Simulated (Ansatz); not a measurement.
# Electron–phonon scattering in Hf-Sc-Hf stack of (111) layers, part 2 of 2

Question: is the lattice of Hf-Sc-Hf stack of (111) layers stable, and if so, what are its coupling constant and resistivity?

Ansatz 0.2.0; DFT PBE, scalar-relativistic, plane waves, PAW; PAW set soft_1.

So far, coupling constant λ: step 6 (resistivity: q 3×3×1, k 9×9×1, scattering 12×12×1) 2.68; step 7 (scattering mesh 24×24×1) 2.39; step 8 (k-mesh 12×12×1, scattering mesh 18×18×1) 2.80. Also log mean phonon energy ħω_log (meV): step 6 4.37; step 7 4.36; step 8 4.10.

### Step 9. Cost and result by level

Times are for 4 threads of Arm Neoverse V2, shared host. The series side by side:

```
no.                                     run  sheet resistance 300K (Ω/square, mean in the plane)  coupling constant λ  log mean phonon energy ħω_log (meV)     time  memory (GiB)
  1    q 3×3×1, k 9×9×1, scattering 12×12×1                                                 1297                2.677                                4.369  5.8 min           3.8
  2    q 3×3×1, k 9×9×1, scattering 24×24×1                                                 1219                2.389                                4.362    6 min           3.8
  3  q 3×3×1, k 12×12×1, scattering 18×18×1                                                 1277                2.797                                4.102  8.8 min           3.7
```

The runs together, line α²F. The Eliashberg function α²F, α²F by phonon energy; read off at these points:

```
phonon energy (meV)  q 3×3×1, k 9×9×1, scattering 12×12×1  q 3×3×1, k 9×9×1, scattering 24×24×1  q 3×3×1, k 12×12×1, scattering 18×18×1
                1.0                               0.00162                               0.00150                                 0.00164
                2.0                                 0.336                                 0.258                                   0.236
                3.0                                  1.27                                  1.22                                    1.82
                3.4                                  1.49                                  1.28                                    1.34
                4.0                                 0.869                                 0.742                                   0.765
                5.0                               0.00767                               0.00592                                   0.155
                5.5                                  1.64                                  1.23                                    1.30
                6.0                                 0.750                                 0.575                                   0.398
                7.0                                 0.161                                 0.150                                   0.121
                8.0                                 0.465                                 0.371                                   0.182
                9.0                                 0.461                                 0.360                                   0.227
               10.0                                 0.202                                 0.181                                  0.0982
               10.3                                 0.610                                 0.619                                  0.0938
               11.0                                 0.320                                 0.300                                   0.477
               12.0                                 0.270                                 0.318                                   0.234
               13.0                                0.0140                               0.00690                                   0.171
               14.0                                0.0558                                0.0492                                  0.0441
               15.0                                0.0880                                0.0765                                  0.0749
               16.0                                0.0956                                0.0850                                  0.0883
               17.0                                 0.116                                0.0975                                   0.105
               18.0                                 0.125                                 0.109                                   0.116
               19.0                                 0.139                                 0.113                                   0.124
               20.0                                 0.203                                 0.185                                   0.169
               21.0                                 0.135                                 0.112                                   0.174
               22.0                                0.0785                                0.0655                                  0.0716
               23.0                                0.0703                                0.0570                                  0.0640
               24.0                                0.0678                                0.0574                                  0.0580
               25.0                                0.0492                                0.0437                                  0.0474
               26.0                                0.0542                                0.0479                                  0.0506
               27.0                                 0.112                                 0.118                                   0.153
               28.0                                 0.130                                0.0992                                   0.115
               29.0                                 0.132                                 0.125                                   0.171
```

### Step 10. Results

```
run                                             : PBE, q 3×3×1, k 12×12×1, scattering 18×18×1
coupling constant λ                             : 2.80
log mean phonon energy ħω_log                   : 4.10 meV
states at the Fermi level                       : 5.22 states/eV/spin/cell
sheet resistance at 300 K                       : 1277 Ω per square
change between its two finest scattering meshes : λ 39 %, resistivity at 300 K 18 %
time of that run                                : 8.8 min
```

In words: On the last rung that gave a resistivity at the base settings (q 3×3×1, k 12×12×1, scattering 18×18×1), Hf-Sc-Hf stack of (111) layers has λ = 2.8 and a phonon-limited sheet resistance of 1277 Ω per square at 300 K. Across the runs of step 9 the sheet resistance 300K runs from 1219 Ω/square, mean in the plane (q 3×3×1, k 9×9×1, scattering 24×24×1) to 1297 Ω/square, mean in the plane (q 3×3×1, k 9×9×1, scattering 12×12×1), while the wall time spans a factor of 1.5. The coupling is very strong (λ = 2.8), so phonons raise the electrons' mass at the Fermi surface by about 280 %, if this value holds on finer meshes. The coarsest meshes gave an imaginary mode at a wavevector that the finer q mesh does not hold, so the instability is unseen there and not shown to be gone. By the run's own test λ moves by 39 % between the two scattering meshes. Values of ρ(T) under 50 K rest on the softest modes, mostly interpolated ones, and are the least sure of the table. The high-temperature form ρ = 2π k_B T λ_tr/(ħ ε₀ ω_p²) gives 800 μΩ cm along x at 300 K, against 441 from the Boltzmann equation; with λ this far from converged in the mesh, the gap between them says little. By their share in the modes' patterns, Hf atoms take 92 % of λ. The three lowest branches give 86 % of λ. By the run's own test, which takes the component that moves most, the resistivity at 300 K moves by 18 % between its two finest scattering meshes, so it is not converged. Only scattering by harmonic phonons counts; impurities, grain boundaries and thermal expansion are left out. The resistivity belongs to the whole cell, vacuum included; the sheet resistance is the quantity that does not depend on the vacuum. Spin–orbit coupling, left out here, matters for Hf. The c of the given cell is the typed one; the program laid its own vacuum and ran the layer in a cell 34.5 Å high. The structure was built by hand as an ordered model, and its stability against other phases was not tested.

[Logs are printed without paths, hosts, clocks, repeated set-up lines and the standing remarks that a program may print on its own settings, such as how far it seeks lower states.]

[Hosts, paths, dates, database ids (printed as entryN), source tags and the programs' standing remarks are cut or masked in the printed files.]
